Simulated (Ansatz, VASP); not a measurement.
Two plane-wave programs on Ga

The input POSCAR:

```
Ga
1.0
    2.8801530000      0.0000000000      0.0000000000
   -1.4400760000      2.4942860000      0.0000000000
    0.0000000000      0.0000000000      4.5566090000
Ga
2
Direct
    0.3333000000      0.6667000000      0.2500000000
    0.6666000000      0.3333000000      0.7500000000
```

The input INCAR.step1:

```
SYSTEM = Ga
ALGO = Normal ; EDIFF = 1E-4
ENCUT = 520 ; GGA = PE
ISMEAR = -1 ; LASPH = .True.
LCHARG = .False. ; LREAL = .False.
LWAVE = .True. ; NBANDS = 20
NELM = 60 ; PREC = Accurate
SIGMA = 0.1
```

File INCAR.step2:

```
SYSTEM = Ga
ALGO = Normal ; EDIFF = 1E-6
ENCUT = 520 ; ISIF = 2
ISMEAR = -1 ; ISTART = 1
LASPH = .True. ; LCHARG = .True.
LELF = .True. ; LMIXTAU = .True.
LREAL = .False. ; LVHAR = .True.
LWAVE = .False. ; METAGGA = R2SCAN
NBANDS = 20 ; NELM = 60
PREC = Accurate ; SIGMA = 0.1
```

KPOINTS

```
k-points
0
Gamma
  13 13 8
  0 0 0
```

Input for Ansatz:

```yaml
crystal:
  lattice:
    - [2.880153, 0.0, 0.0]
    - [-1.440076, 2.494286, 0.0]
    - [0.0, 0.0, 4.556609]
  atoms:
    - { symbol: Ga, position: [0.3333, 0.6667, 0.25] }
    - { symbol: Ga, position: [0.6666, 0.3333, 0.75] }
  symmetry: { tolerance: 0.0003 }
kpoints:
  mp_grid: { grid: [13, 13, 8], shift: [0, 0, 0] }
  band_path:
    path:
      - [0.0, 0.0, 0.0]
      - [0.49999997, 3.0e-08, 0.0]
      - [0.33333332, 0.33333338, 0.0]
      - [0.0, 0.0, 0.0]
      - [0.0, 0.0, 0.5]
      - [0.49999997, 3.0e-08, 0.5]
      - [0.33333332, 0.33333338, 0.5]
      - [0.0, 0.0, 0.5]
      - [0.49999997, 3.0e-08, 0.5]
      - [0.49999997, 3.0e-08, 0.0]
      - [0.33333332, 0.33333338, 0.5]
    npoints: 6
magnetization:
  spin_polarized: false
scf:
  occupations: { method: fermi_dirac }
  lower_state_search: "off"
  max_iter: 200
hamiltonian:
  pseudopotentials: { kind: paw }
  xc: r2scan
basis:
  ecutwfc: 500
  fft_grid_basis: typed
output:
  forces: true
  stress: true
  eigenvalues: true
  bader: true
  populations: true
  elf: true
  write_potential: true
  volumetric_format: npy
  dos:
    e_range: [-12, 8]
    de: 0.05
    projected: { site_lists: { Ga: [Ga] } }
checkpoint:
  read: saved_state
```

The cell was built by a generator and needn't be a form met in nature.

Alike in both runs: task single point; functional r2SCAN; k mesh 13 × 13 × 8; no spin polarisation.

|  | VASP | Ansatz |
| --- | --- | --- |
| version | VASP 6.6.1 | Ansatz 0.2.0 |
| potentials or method | VASP PAW PBE potentials, release 64 (Ga_d) | PAW plane waves |
| plane-wave cutoff (eV) | 520 | 500 |
| occupations | fermi-dirac, width 0.1 eV | fermi-dirac |
| valence electrons in the cell | 26 | 26 |

```csv
,VASP,Ansatz,Ansatz less VASP
pressure (GPa),7.0,6.9,-0.05
largest component of the traceless stress (GPa),0.45,0.38,-0.063
```

Ansatz warned: «structure_snapped_to_symmetry».

Caveats: the PAW data sets were made with another functional, which shifts forces and pressure a little (VASP).
